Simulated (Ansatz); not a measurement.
# Searching the electronic states of Ni

Aim: see which self-consistent states Ni reaches from different starts at one fixed geometry, and which of them is lowest. The cell (2 atoms) is Ni in the measured crystal structure (space group Fm-3m, primitive cell doubled). Source: COD entry 2102254, which need not be the ambient phase.

Computed with Ansatz 0.2.0 (DFT r2SCAN, PAW, plane waves, scalar-relativistic, unless a step's input says otherwise).

### 1 The system as given

It takes space group Fm-3m (No. 225, cubic). Conventional cell: a = 3.555 Å, b = 3.555 Å, c = 3.555 Å, α = 90.00°, β = 90.00°, γ = 90.00°. Around Ni (site symmetry m-3m) lie 12 Ni at 2.51 Å.

As a file:

```cif
data_structure
_symmetry_space_group_name_H-M 'P 1'
_symmetry_Int_Tables_number 1
_cell_length_a 4.3541
_cell_length_b 4.3541
_cell_length_c 4.3541
_cell_angle_alpha 33.557
_cell_angle_beta 33.557
_cell_angle_gamma 33.557
_cell_volume 22.47
loop_
_atom_site_label
_atom_site_type_symbol
_atom_site_fract_x
_atom_site_fract_y
_atom_site_fract_z
_atom_site_occupancy
Ni1 Ni 0.00000 0.00000 0.00000 1
Ni2 Ni 0.50000 0.50000 0.50000 1
```

Atoms are counted from 1 in the order of input.yaml (Ni2 and so on).

The first starts: parallel moments, plain SCF; opposed moments +-, plain SCF; no spin polarisation; spin on, no moments given (the program may seed its own), plain SCF. What is tried next depends on their ends.

“Plain SCF” means no search for lower states. 

Moments by site are taken inside atomic spheres; the rest lies between them.

### 2 Parallel moments, plain SCF

The input, input.yaml:

```yaml
crystal:
  lattice:
    - [3.5551, 1.77755, 1.77755]
    - [1.77755, 3.5551, 1.77755]
    - [1.77755, 1.77755, 3.5551]
  atoms:
    - { symbol: Ni, position: [0.0, 0.0, 0.0], spin: 2.0 }
    - { symbol: Ni, position: [0.5, 0.5, 0.5], spin: 2.0 }
magnetization:
  spin_polarized: true
hamiltonian:
  xc: r2scan
  pseudopotentials: { kind: paw }
basis:
  ecutwfc: 500
kpoints:
  mp_grid: { grid: [11, 11, 11] }
scf:
  occupations: { method: fermi_dirac, width: 0.05 }
  lower_state_search: "off"
output:
  forces: true
  stress: true
```

Log, shortened:

```text
basis.fft_grid_basis auto: the FFT boxes are laid along the combinations [[1, 0, -1], [0, 1, -1], [0, 0, 1]] of the cell's own vectors, 2.514, 2.514 and 4.354 Å long. The dense box has 20×20×32 points. Along the cell's own vectors, as sized, it would have 32×32×32, 2.56 times as many. [...]
Pseudopotentials: kind: paw
Pseudopotential: Ni, paw, valence charge 18, recommended cutoff 500 eV (meta_gga), Ni.paw.azcp
Functional definition: r2SCAN
[...]
Crystal: 2 atoms, lattice volume = 22.466 Å³
Basis set: ecut = 500 eV, 555 PW (Γ), FFT grids on a1−a3, a2−a3, a3, exchange–correlation on 80×80×128 points (64 copies of the dense FFT grid, shifted against one another)
Bands: 24, of which v1, the nominal top of the filled ones, is band 18 counted from 1 (17 counted from 0)
Symmetry: 24 space group operations
Space group: Fm-3m (ITA 225), of the structure as read, at distance tolerance 2.8e-5 Å
Magnetic group: BNS 225.116 (UNI 1618), of the structure as read, at distance tolerance 2.8e-5 Å
k-points: 146 of 1331
[...]
Starting moments: Σ|m| = 4 μB on 2 of 2 sites
[...]
SCF iter   1: F=-11690.346058 eV  HF=-11689.724999 eV  |F-HF|=6.21e-1  |Δ(HF+E_count)|=         —  Δρ=1.14e-1 (↑8.90e-2 ↓1.14e-1)  dr2=8.76e-2  dr2_τ=3.39e-2  dr2_m=2.11e0  M=2.035 μB ∫|m|=2.337 μB  β_m=0.61  ethr=2.44e-4  ⟨swp⟩=1.4  Hψ=38751  notcnv=0
[...]
spin-set hold released at iteration 1 (the charge has settled, or the pull on large starting moments outlasts its swing): the magnetisation degrees of freedom join the quasi-Newton model from the next iteration; the mixer history was flushed
[...]
SCF iter  15: F=-11690.525036 eV  HF=-11690.525036 eV  |F-HF|=5.48e-8  |Δ(HF+E_count)|=   1.15e-7  Δρ=2.72e-6 (↑2.72e-6 ↓2.19e-6)  dr2=1.18e-10  dr2_τ=6.64e-12  dr2_m=1.11e-9  M=1.592 μB ∫|m|=1.949 μB  ethr=3.26e-11  ⟨swp⟩=4.0  Hψ=22130  notcnv=0
[...]
this state was not tested for a lower state beside it, because the mixer in use, unlike msr1, does not test its closes by its own steps (another_mixer; see scf.mixing.algorithm and scf.lower_state_search)
SCF converged after 15 iterations
Magnetization: 1.5916 μB (18.7958 up, 17.2042 down)
Absolute magnetization: 1.9516 μB (∫|ρ↑−ρ↓|, with the PAW one-centre terms)
Spin contamination: 0.0490 ħ² per cell (⟨S²⟩ above its minimum at these occupations)
Per-site moments (μB) at R_I (Å): [(0.8665368805690898, 1.0369570685909717), (0.8665368805690898, 1.0369570685909717)]
Free energy (F): -11690.525036 eV
[...]
E sigma→0 (E₀):  -11690.513596 eV
Entropy (-TS):   -0.022880 eV (-11.440 meV/atom)
Fermi energy:    17.423171 eV
[...]
--- Forces (eV/Å), atoms counted from 1 ---
  atom   1  Ni     0.00000000     0.00000000     0.00000000
  atom   2  Ni     0.00000000    -0.00000000    -0.00000000
[...]
--- Stress (GPa, compression-positive) ---
      -11.832979      -0.254043      -0.254043
       -0.254043     -11.832979      -0.254043
       -0.254043      -0.254043     -11.832979
  P = ⅓ Tr σ = -11.8330 GPa (-118.330 kbar)
```

Wall time 23 s (2 threads of an Arm CPU, shared host); peak memory 0.46 GiB.

End: ferromagnetic, site moments Ni1 0.87, Ni2 0.87 μB, total 1.59 μB per cell, no gap on the k-mesh.

### 3 Opposed moments +-, plain SCF

input.yaml, as its differences from that of step 2:

```diff
@@ -7,3 +7,3 @@
     - { symbol: Ni, position: [0.0, 0.0, 0.0], spin: 2.0 }
-    - { symbol: Ni, position: [0.5, 0.5, 0.5], spin: 2.0 }
+    - { symbol: Ni, position: [0.5, 0.5, 0.5], spin: -2.0 }
 magnetization:
```

Log, shortened:

```text
[... 13 lines as in an earlier run ...]
Symmetry: 12 space group operations
Space group: R-3m (ITA 166), of the structure as read, at distance tolerance 2.8e-5 Å
Magnetic group: BNS 166.102 (UNI 1332), of the structure as read, at distance tolerance 2.8e-5 Å
[... 6 lines as in an earlier run ...]
Starting moments: Σ|m| = 4 μB on 2 of 2 sites
Starting magnetic order: antiferromagnet; a translation exchanges its spin sublattices: spin-degenerate at every k-point
[... 2 lines as in an earlier run ...]
spin-down is spin-up translated by (0.5, 0.5, 0.5): one eigenproblem is solved per k-point and the antiferromagnetic symmetry of the starting moments is kept exactly by this SCF (crystal.symmetry.spin_inversion_symmetry: false solves both channels; [...]
[... 1 line as in an earlier run ...]
SCF converged after 17 iterations
Magnetization: 0.0000 μB (18.0000 up, 18.0000 down)
Absolute magnetization: 1.2835 μB (∫|ρ↑−ρ↓|, with the PAW one-centre terms)
Spin contamination: 0.5984 ħ² per cell (⟨S²⟩ above its minimum at these occupations)
Per-site moments (μB) at R_I (Å): [(0.6123594045700831, 1.0369570685909717), (-0.6123594045700831, 1.0369570685909717)]
Free energy (F): -11690.345117 eV
[...]
E sigma→0 (E₀):  -11690.334926 eV
Entropy (-TS):   -0.020383 eV (-10.192 meV/atom)
Fermi energy:    17.164330 eV
[...]
--- Forces (eV/Å), atoms counted from 1 ---
  atom   1  Ni    -0.00000000    -0.00000000     0.00000000
  atom   2  Ni     0.00000000     0.00000000    -0.00000000
[...]
--- Stress (GPa, compression-positive) ---
      -12.345884       1.500997       1.500997
        1.500997     -12.345884       1.500997
        1.500997       1.500997     -12.345884
  P = ⅓ Tr σ = -12.3459 GPa (-123.459 kbar)
```

Run time: 14 s. Hardware: 2 threads of an Arm CPU, shared host; peak memory 0.46 GiB.

The state reached is antiferromagnetic (magnetic neighbours of Ni1 with a moment over 0.3 of its own that point the other way: 6 of 12 at 2.51 Å, 6 of 6 at 3.56 Å), site moments Ni1 0.61, Ni2 -0.61 μB, total 0.00 μB per cell, no gap on the k-mesh. It lies 90.0 meV/atom above the lowest state so far (step 2).

### 4 No spin polarisation

input.yaml, as its differences from that of step 3:

```diff
@@ -6,6 +6,4 @@
   atoms:
-    - { symbol: Ni, position: [0.0, 0.0, 0.0], spin: 2.0 }
-    - { symbol: Ni, position: [0.5, 0.5, 0.5], spin: -2.0 }
-magnetization:
-  spin_polarized: true
+    - { symbol: Ni, position: [0.0, 0.0, 0.0] }
+    - { symbol: Ni, position: [0.5, 0.5, 0.5] }
 hamiltonian:
```

Log, shortened:

```text
[... 12 lines as in an earlier run ...]
Bands: 22, of which v1, the nominal top of the filled ones, is band 18 counted from 1 (17 counted from 0)
[... 7 lines as in an earlier run ...]
[...]
[... 2 lines as in an earlier run ...]
SCF iter   1: F=-11690.255429 eV  HF=-11690.175221 eV  |F-HF|=8.02e-2  |Δ(HF+E_count)|=         —  Δρ=1.88e-2  dr2=4.21e-2  dr2_τ=5.54e-2  ethr=1.77e-3  ⟨swp⟩=5.5  Hψ=13041  notcnv=0
[...]
SCF iter   9: F=-11690.270566 eV  HF=-11690.270566 eV  |F-HF|=3.11e-10  |Δ(HF+E_count)|=   2.42e-8  Δρ=1.61e-6  dr2=2.89e-10  dr2_τ=8.42e-12  ethr=2.78e-10  ⟨swp⟩=5.0  Hψ=13615  notcnv=0
[...]
SCF converged after 9 iterations
Free energy (F): -11690.270566 eV
[...]
E sigma→0 (E₀):  -11690.240070 eV
Entropy (-TS):   -0.060992 eV (-30.496 meV/atom)
Fermi energy:    17.001593 eV
[...]
--- Forces (eV/Å), atoms counted from 1 ---
  atom   1  Ni     0.00000000    -0.00000000    -0.00000000
  atom   2  Ni     0.00000000     0.00000000    -0.00000000
[...]
--- Stress (GPa, compression-positive) ---
      -14.783620      -0.090971      -0.090971
       -0.090971     -14.783620      -0.090971
       -0.090971      -0.090971     -14.783620
  P = ⅓ Tr σ = -14.7836 GPa (-147.836 kbar)
```

Wall time 6.2 s (2 threads of an Arm CPU, shared host); peak memory 0.4 GiB.

Result: non-magnetic (no spin polarisation), no gap on the k-mesh. It lies 127 meV/atom above the lowest state so far (step 2).

### 5 Spin on, no moments given (the program may seed its own), plain SCF

input.yaml, as its differences from that of step 4:

```diff
@@ -21 +21,3 @@
   stress: true
+magnetization:
+  spin_polarized: true
```

Log, shortened:

```text
[... 1 line as in an earlier run ...]
band count auto-derived: 24 (N_el = 36.0; filled up to band 18; 22 by the electrons, moments and atoms)
[... 22 lines as in an earlier run ...]
[...]
SCF iter   1: F=-11689.889079 eV  HF=-11688.813285 eV  |F-HF|=1.08e0  |Δ(HF+E_count)|=         —  Δρ=1.86e-1 (↑1.86e-1 ↓1.63e-1)  dr2=6.35e-2  dr2_τ=4.33e-2  dr2_m=6.25e0  M=2.525 μB ∫|m|=2.525 μB  ethr=1.17e-3  ⟨swp⟩=1.1  Hψ=19406  notcnv=0
[...]
SCF iter  11: F=-11690.525036 eV  HF=-11690.525036 eV  |F-HF|=1.04e-10  |Δ(HF+E_count)|=   9.38e-8  Δρ=1.12e-5 (↑3.64e-6 ↓1.12e-5)  dr2=8.86e-9  dr2_τ=8.70e-11  dr2_m=4.36e-9  M=1.591 μB ∫|m|=1.949 μB  ethr=2.78e-10  ⟨swp⟩=3.6  Hψ=30505  notcnv=0
[...]
SCF converged after 11 iterations
Magnetization: 1.5914 μB (18.7957 up, 17.2043 down)
Absolute magnetization: 1.9514 μB (∫|ρ↑−ρ↓|, with the PAW one-centre terms)
Spin contamination: 0.0490 ħ² per cell (⟨S²⟩ above its minimum at these occupations)
Per-site moments (μB) at R_I (Å): [(0.8664558168525506, 1.0369570685909717), (0.8664558168525506, 1.0369570685909717)]
Free energy (F): -11690.525036 eV
[...]
E sigma→0 (E₀):  -11690.513594 eV
Entropy (-TS):   -0.022883 eV (-11.441 meV/atom)
Fermi energy:    17.423109 eV
[... 26 lines left out: energy terms, forces, stress ...]
```

Wall time 15 s (2 threads of an Arm CPU, shared host); peak memory 0.46 GiB.

This is the state of step 2 again (ferromagnetic), after 11 iterations.

### 6 Parallel moments scaled by 0.2, plain SCF

input.yaml, as its differences from that of step 5:

```diff
@@ -6,4 +6,6 @@
   atoms:
-    - { symbol: Ni, position: [0.0, 0.0, 0.0] }
-    - { symbol: Ni, position: [0.5, 0.5, 0.5] }
+    - { symbol: Ni, position: [0.0, 0.0, 0.0], spin: 0.4 }
+    - { symbol: Ni, position: [0.5, 0.5, 0.5], spin: 0.4 }
+magnetization:
+  spin_polarized: true
 hamiltonian:
@@ -21,3 +23 @@
   stress: true
-magnetization:
-  spin_polarized: true
```

Log, shortened:

```text
[... 12 lines as in an earlier run ...]
Bands: 23, of which v1, the nominal top of the filled ones, is band 18 counted from 1 (17 counted from 0)
[... 9 lines as in an earlier run ...]
Starting moments: Σ|m| = 0.8 μB on 2 of 2 sites
[... 2 lines as in an earlier run ...]
[...]
SCF iter   1: F=-11690.243164 eV  HF=-11690.213540 eV  |F-HF|=2.96e-2  |Δ(HF+E_count)|=         —  Δρ=6.56e-2 (↑6.56e-2 ↓1.61e-2)  dr2=4.14e-1  dr2_τ=1.33e-2  dr2_m=2.81e-1  M=1.106 μB ∫|m|=1.145 μB  β_m=1.00  ethr=1.15e-3  ⟨swp⟩=1.0  Hψ=37127  notcnv=0
[...]
spin-set hold released at iteration 11 (site moments contracting): the magnetisation degrees of freedom join the quasi-Newton model from the next iteration; the mixer history was flushed
[...]
SCF iter  23: F=-11690.525036 eV  HF=-11690.525036 eV  |F-HF|=1.17e-7  |Δ(HF+E_count)|=   1.71e-7  Δρ=5.52e-6 (↑3.17e-6 ↓5.52e-6)  dr2=1.34e-9  dr2_τ=1.09e-11  dr2_m=3.63e-9  M=1.592 μB ∫|m|=1.949 μB  ethr=6.07e-12  ⟨swp⟩=4.0  Hψ=22234  notcnv=0
[...]
[... 1 line as in an earlier run ...]
SCF converged after 23 iterations
Magnetization: 1.5916 μB (18.7958 up, 17.2042 down)
Absolute magnetization: 1.9517 μB (∫|ρ↑−ρ↓|, with the PAW one-centre terms)
Spin contamination: 0.0490 ħ² per cell (⟨S²⟩ above its minimum at these occupations)
Per-site moments (μB) at R_I (Å): [(0.8665880683383652, 1.0369570685909717), (0.8665880683383652, 1.0369570685909717)]
Free energy (F): -11690.525036 eV
[...]
E sigma→0 (E₀):  -11690.513597 eV
Entropy (-TS):   -0.022878 eV (-11.439 meV/atom)
Fermi energy:    17.423218 eV
[... 26 lines left out: energy terms, forces, stress ...]
```

Run time: 29 s. Hardware: 2 threads of an Arm CPU, shared host; peak memory 0.46 GiB.

Nothing new: the 23 iterations lead to the state found in step 2 (ferromagnetic).

### 7 Moments ++ scaled by 1.4, plain SCF

input.yaml, as its differences from that of step 6:

```diff
@@ -6,4 +6,4 @@
   atoms:
-    - { symbol: Ni, position: [0.0, 0.0, 0.0], spin: 0.4 }
-    - { symbol: Ni, position: [0.5, 0.5, 0.5], spin: 0.4 }
+    - { symbol: Ni, position: [0.0, 0.0, 0.0], spin: 2.8 }
+    - { symbol: Ni, position: [0.5, 0.5, 0.5], spin: 2.8 }
 magnetization:
```

Log, shortened:

```text
[... 12 lines as in an earlier run ...]
Bands: 25, of which v1, the nominal top of the filled ones, is band 18 counted from 1 (17 counted from 0)
[... 9 lines as in an earlier run ...]
Starting moments: Σ|m| = 5.6 μB on 2 of 2 sites
[... 2 lines as in an earlier run ...]
[...]
SCF iter   1: F=-11690.063362 eV  HF=-11688.451683 eV  |F-HF|=1.61e0  |Δ(HF+E_count)|=         —  Δρ=1.76e-1 (↑1.68e-1 ↓1.76e-1)  dr2=1.61e-2  dr2_τ=7.68e-2  dr2_m=6.07e0  M=2.462 μB ∫|m|=2.662 μB  β_m=0.30  ethr=4.48e-5  ⟨swp⟩=2.0  Hψ=43541  notcnv=0
[...]
spin-set hold released at iteration 10 (site moments contracting): the magnetisation degrees of freedom join the quasi-Newton model from the next iteration; the mixer history was flushed
[...]
SCF iter  23: F=-11690.525036 eV  HF=-11690.525036 eV  |F-HF|=1.05e-8  |Δ(HF+E_count)|=   2.57e-7  Δρ=3.20e-6 (↑2.33e-6 ↓3.20e-6)  dr2=1.91e-9  dr2_τ=1.40e-11  dr2_m=4.80e-11  M=1.591 μB ∫|m|=1.949 μB  ethr=7.59e-12  ⟨swp⟩=4.1  Hψ=24091  notcnv=0
[...]
[... 1 line as in an earlier run ...]
SCF converged after 23 iterations
Magnetization: 1.5914 μB (18.7957 up, 17.2043 down)
Absolute magnetization: 1.9514 μB (∫|ρ↑−ρ↓|, with the PAW one-centre terms)
Spin contamination: 0.0490 ħ² per cell (⟨S²⟩ above its minimum at these occupations)
Per-site moments (μB) at R_I (Å): [(0.8664565073023446, 1.0369570685909717), (0.8664565073023446, 1.0369570685909717)]
Free energy (F): -11690.525036 eV
[...]
E sigma→0 (E₀):  -11690.513594 eV
Entropy (-TS):   -0.022884 eV (-11.442 meV/atom)
Fermi energy:    17.423116 eV
[... 26 lines left out: energy terms, forces, stress ...]
```

It took 31 s on 2 threads of an Arm CPU, shared host; peak memory 0.46 GiB.

Nothing new: the 23 iterations lead to the state found in step 2 (ferromagnetic).

### 8 A moment on one site alone, plain SCF

input.yaml, as its differences from that of step 7:

```diff
@@ -6,4 +6,4 @@
   atoms:
-    - { symbol: Ni, position: [0.0, 0.0, 0.0], spin: 2.8 }
-    - { symbol: Ni, position: [0.5, 0.5, 0.5], spin: 2.8 }
+    - { symbol: Ni, position: [0.0, 0.0, 0.0], spin: 2.0 }
+    - { symbol: Ni, position: [0.5, 0.5, 0.5] }
 magnetization:
```

Log, shortened:

```text
[... 15 lines as in an earlier run ...]
Magnetic group: BNS 166.97 (UNI 1327), of the structure as read, at distance tolerance 2.8e-5 Å
[... 6 lines as in an earlier run ...]
Starting moments: Σ|m| = 2 μB on 1 of 2 sites
[... 2 lines as in an earlier run ...]
SCF iter   1: F=-11685.435444 eV  HF=-11690.168286 eV  |F-HF|=4.73e0  |Δ(HF+E_count)|=         —  Δρ=1.07e-1 (↑1.07e-1 ↓5.70e-2)  dr2=5.45e0  dr2_τ=2.13e-2  dr2_m=2.06e-1  M=1.565 μB ∫|m|=1.716 μB  β_m=0.30  ethr=3.10e-3  ⟨swp⟩=5.4  Hψ=26931  notcnv=0
[...]
spin-set hold released at iteration 6 (the charge has settled, or the pull on large starting moments outlasts its swing): the magnetisation degrees of freedom join the quasi-Newton model from the next iteration; the mixer history was flushed
[...]
SCF iter  25: F=-11690.525036 eV  HF=-11690.525036 eV  |F-HF|=5.08e-8  |Δ(HF+E_count)|=   2.15e-7  Δρ=1.67e-5 (↑4.32e-6 ↓1.67e-5)  dr2=5.44e-8  dr2_τ=1.64e-10  dr2_m=1.07e-8  M=1.592 μB ∫|m|=1.949 μB  ethr=1.73e-10  ⟨swp⟩=4.4  Hψ=24644  notcnv=0
[...]
[... 1 line as in an earlier run ...]
SCF converged after 25 iterations
Magnetization: 1.5915 μB (18.7958 up, 17.2042 down)
Absolute magnetization: 1.9515 μB (∫|ρ↑−ρ↓|, with the PAW one-centre terms)
Spin contamination: 0.0490 ħ² per cell (⟨S²⟩ above its minimum at these occupations)
Per-site moments (μB) at R_I (Å): [(0.866577069128933, 1.0369570685909717), (0.866438587232122, 1.0369570685909717)]
Free energy (F): -11690.525036 eV
[...]
E sigma→0 (E₀):  -11690.513595 eV
Entropy (-TS):   -0.022881 eV (-11.441 meV/atom)
Fermi energy:    17.423164 eV
[... 26 lines left out: energy terms, forces, stress ...]
```

Wall time 30 s (2 threads of an Arm CPU, shared host); peak memory 0.47 GiB.

The run ends in the same state as step 2 (ferromagnetic); it took 25 iterations.

### 9 Parallel moments, spin not held back in the first iterations, no switch to direct minimisation

input.yaml, as its differences from that of step 8:

```diff
@@ -7,3 +7,3 @@
     - { symbol: Ni, position: [0.0, 0.0, 0.0], spin: 2.0 }
-    - { symbol: Ni, position: [0.5, 0.5, 0.5] }
+    - { symbol: Ni, position: [0.5, 0.5, 0.5], spin: 2.0 }
 magnetization:
@@ -20,2 +20,4 @@
   lower_state_search: "off"
+  algorithm: density_mixing
+  mixing: { spin_hold: "off" }
 output:
```

Log, shortened:

```text
[... 22 lines as in an earlier run ...]
Starting moments: Σ|m| = 4 μB on 2 of 2 sites
[... 2 lines as in an earlier run ...]
[...]
SCF iter   1: F=-11690.336912 eV  HF=-11689.596964 eV  |F-HF|=7.40e-1  |Δ(HF+E_count)|=         —  Δρ=1.13e-1 (↑8.51e-2 ↓1.13e-1)  dr2=1.05e-1  dr2_τ=3.72e-2  dr2_m=2.00e0  M=2.033 μB ∫|m|=2.223 μB  β_m=0.61  ethr=2.94e-4  ⟨swp⟩=1.2  Hψ=38585  notcnv=0
[...]
SCF iter  14: F=-11690.525036 eV  HF=-11690.525036 eV  |F-HF|=1.56e-7  |Δ(HF+E_count)|=   5.47e-7  Δρ=8.54e-6 (↑2.39e-6 ↓8.54e-6)  dr2=6.66e-9  dr2_τ=2.84e-11  dr2_m=5.39e-9  M=1.592 μB ∫|m|=1.949 μB  ethr=6.93e-11  ⟨swp⟩=4.1  Hψ=23893  notcnv=0
[...]
[... 1 line as in an earlier run ...]
SCF converged after 14 iterations
Magnetization: 1.5917 μB (18.7958 up, 17.2042 down)
Absolute magnetization: 1.9517 μB (∫|ρ↑−ρ↓|, with the PAW one-centre terms)
Spin contamination: 0.0490 ħ² per cell (⟨S²⟩ above its minimum at these occupations)
Per-site moments (μB) at R_I (Å): [(0.8665964311270166, 1.0369570685909717), (0.8665964311270166, 1.0369570685909717)]
Free energy (F): -11690.525036 eV
[...]
E sigma→0 (E₀):  -11690.513597 eV
Entropy (-TS):   -0.022878 eV (-11.439 meV/atom)
Fermi energy:    17.423216 eV
[... 26 lines left out: energy terms, forces, stress ...]
```

It took 21 s on 2 threads of an Arm CPU, shared host; peak memory 0.46 GiB.

This is the state of step 2 again (ferromagnetic), after 14 iterations.

### 10 Comparing the starts

```csv
step,iterations,state,moments of Ni1 Ni2 (μB),total (μB),gap (eV),pressure (GPa),above lowest (meV/atom)
2,15,1,0.87 0.87,1.59,none,-11.8,0.0
3,17,2,0.61 -0.61,0.00,none,-12.3,90.0
4,9,3,0.00 0.00,0.00,none,-14.8,127
5,11,1,0.87 0.87,1.59,none,-11.8,0.0
6,23,1,0.87 0.87,1.59,none,-11.8,0.0
7,23,1,0.87 0.87,1.59,none,-11.8,0.0
8,25,1,0.87 0.87,1.59,none,-11.8,0.0
9,14,1,0.87 0.87,1.59,none,-11.8,0.0
```

States are numbered from the lowest. Starts by step: 2 parallel moments, plain SCF; 3 opposed moments +-, plain SCF; 4 no spin polarisation; 5 spin on, no moments given (the program may seed its own), plain SCF; 6 parallel moments scaled by 0.2, plain SCF; 7 moments ++ scaled by 1.4, plain SCF; 8 a moment on one site alone, plain SCF; 9 parallel moments, spin not held back in the first iterations, no switch to direct minimisation.

The 8 runs of this session took 2.8 min in all, from 6.2 s to 31 s each.

Decimal logarithm of the largest residual (eV) by iteration, counted through all cycles of a run (7 of the 8 runs):

```
iteration  step 2  step 3  step 4  step 5  step 6  step 7  step 8
        1     0.3     0.4    -1.3     0.8    -0.4     0.8     0.7
        2    -0.4     0.2    -2.1    -0.6    -1.0     0.6     1.2
        3    -2.3    -1.1    -2.7    -1.0    -1.9     0.4    -0.1
        4    -1.9    -1.6    -2.5    -1.0    -2.3     0.2    -0.1
        5    -2.4    -2.1    -3.6    -1.4    -2.3    -0.1    -0.2
        8    -4.5    -3.1    -6.8    -3.9    -2.4    -0.7     0.4
       10    -6.3    -4.0       -    -6.0    -2.8    -1.2    -1.8
       12    -6.7    -4.9       -       -    -3.3    -3.6    -2.3
       14    -7.9    -6.3       -       -    -2.9    -3.6    -3.0
       16       -    -7.3       -       -    -5.7    -4.7    -4.9
       18       -       -       -       -    -4.9    -5.5    -4.8
       21       -       -       -       -    -6.8    -8.0    -6.4
       23       -       -       -       -    -8.4    -8.7    -6.9
       25       -       -       -       -       -       -    -7.3
```

### 11 Summary of results

```
                      quantity                                                     value
               distinct states                                   3 from 8 converged runs
lowest state from plain starts                                             ferromagnetic
                   its moments                                     Ni1 0.87, Ni2 0.87 μB
                  total moment                                          1.59 μB per cell
             gap on the k-mesh                                                      none
                      pressure                                                 -11.8 GPa
                 largest force                                                0.000 eV/Å
                    next state                   antiferromagnetic, 90.0 meV/atom higher
                 highest state  non-magnetic (no spin polarisation), 127 meV/atom higher
```

**Reading.** The 8 converged runs end in 3 distinct states. Switching spin polarisation off costs 127 meV/atom in free energy, smearing entropy included. The best antiferromagnetic state lies 90.0 meV/atom above the best ferromagnetic one. These are lowest states among those tried, not proven ground states.
